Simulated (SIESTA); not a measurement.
A run of SIESTA 5.4.2 is set up as follows.

The input Cr.fdf:

```
SystemName                      Cr
SystemLabel                     Cr
NumberOfSpecies                 1
NumberOfAtoms                   1
%block ChemicalSpeciesLabel
  1  24 Cr
%endblock ChemicalSpeciesLabel

LatticeConstant                 1.0 Ang
%block LatticeVectors
    -0.0174283700     1.8156326700     1.8106573700
     1.8310089900    -0.0170405700     1.8102695700
     1.8558983200     1.8401342100    -0.0419299100
%endblock LatticeVectors
AtomicCoordinatesFormat         Fractional
%block AtomicCoordinatesAndAtomicSpecies
     0.0000000000     0.0000000000     0.0000000000  1  Cr
%endblock AtomicCoordinatesAndAtomicSpecies

%block kgrid.MonkhorstPack
   12   0   0  0.0
    0  12   0  0.0
    0   0  12  0.0
%endblock kgrid.MonkhorstPack
XC.Functional                   GGA
XC.Authors                      PBE
PAO.BasisSize                   DZP
PAO.EnergyShift                 0.003 Ry
Mesh.Cutoff                     800 Ry
Spin                            non-colinear
%block DM.InitSpin
    1   1.140   146.72   -67.54
%endblock DM.InitSpin
OccupationFunction              FD
ElectronicTemperature           0.05 eV
MaxSCFIterations                200
SCF.MustConverge                false
SCF.Mixer.Method                Pulay
SCF.Mixer.Weight                0.1
SCF.Mixer.History               10
SCF.DM.Tolerance                5.0e-05
SCF.H.Tolerance                 1.0e-03 eV
WriteForces                     true
Charge.Mulliken                 end
Charge.Hirshfeld                end
Charge.Voronoi                  end
SaveRho                         true
SaveElectrostaticPotential      true
%block PAO.Basis
  Cr 5
  n=3 0 2
    2.885 0.000
  n=4 0 2
    8.703 0.000
  n=3 1 2
    3.267 0.000
  n=4 1 1
    8.703
  n=3 2 2
    6.381 0.000
%endblock PAO.Basis
```

Potentials or basis: PseudoDojo 0.4 standard (PBE files), DZP (energy shift 0.003 Ry; two zetas on semicore shells).

Command:

```console
$ siesta Cr.fdf > Cr.out 2>&1
```

Problem. Predict the band gap on the k mesh.

Solution. None (metal or under the smearing width).

Problem. Predict the net moment.

Solution. 0.00 μB per cell.

Moments on the atoms (μB; x, y, z):
```
Cr  0.00 0.00 0.00
```

Caveat: the basis of atomic orbitals isn't converged, which shifts pressures, moduli and gaps.
